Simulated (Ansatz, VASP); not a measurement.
One calculation of ZrC, two programs

File POSCAR:

```
ZrC
1.0
    0.0000000000      2.3650000000      2.3650000000
    2.3650000000      0.0000000000      2.3650000000
    2.3650000000      2.3650000000      0.0000000000
Zr C
1 1
Direct
    0.5000000000      0.5000000000      0.5000000000
    0.0000000000      0.0000000000      0.0000000000
```

The input INCAR.step1:

```
  PREC = Accurate
  ENCUT = 600
  ISMEAR = 0
  SIGMA = 0.1
  LREAL = F
  LASPH = T
  NELM = 100
  GGA = PE
  ALGO = Normal
  EDIFF = 1E-4
  LWAVE = T
  LCHARG = F
```

INCAR.step2

```
  PREC = Accurate
  ENCUT = 600
  EDIFF = 1E-7
  ISMEAR = 0
  SIGMA = 0.1
  LREAL = F
  LASPH = T
  NELM = 100
  ALGO = Normal
  ISIF = 3
  LWAVE = F
  LCHARG = F
  METAGGA = R2SCAN
  LMIXTAU = T
  IBRION = 2
  NSW = 100
  EDIFFG = -0.005
  ISTART = 1
```

KPOINTS

```
regular mesh
0
Gamma
  16 16 16
```

Input for Ansatz:

```yaml
crystal:
  lattice:
    - [0.0, 2.365, 2.365]
    - [2.365, 0.0, 2.365]
    - [2.365, 2.365, 0.0]
  atoms:
    - { symbol: Zr, position: [0.5, 0.5, 0.5] }
    - { symbol: C, position: [0.0, 0.0, 0.0] }
basis:
  ecutwfc: 500
kpoints:
  mp_grid: { grid: [16, 16, 16] }
hamiltonian:
  xc: r2scan
scf:
  occupations: { method: gaussian, width: 0.1 }
output:
  forces: true
  stress: true
  eigenvalues: true
relax:
  adjacent_minimum: "off"
  f_tol: 0.005
  max_steps: 80
  cell: { stress_tol: 0.05 }
```

Alike in both runs: task relaxation of cell and atoms; functional r2SCAN; k mesh 16 × 16 × 16; occupations gaussian, width 0.1 eV; no spin polarisation.

```csv
,VASP,Ansatz
version,VASP 6.6.1,Ansatz 0.2.0
potentials or method,"VASP PAW PBE potentials, release 64 (Zr_sv, C)","scalar-relativistic, plane waves, PAW"
plane-wave cutoff (eV),600,500
valence electrons in the cell,16,16
```

```tsv
	VASP	Ansatz	Ansatz less VASP
gap on the k mesh at the Fermi level, each at its own relaxed structure (eV)	none	none	-
relaxed volume (Å³/atom)	13.08	13.08	-0.005
relaxed cell length with the largest relative difference (Å)	3.332	3.332	-0.0004
energy change over the relaxation (meV/atom)	-1	-1	-0.1
```

A gap of «none» marks a metal or a gap that the smearing closes.

Caveats: the PAW data sets were made with another functional, which shifts forces and pressure a little (VASP).
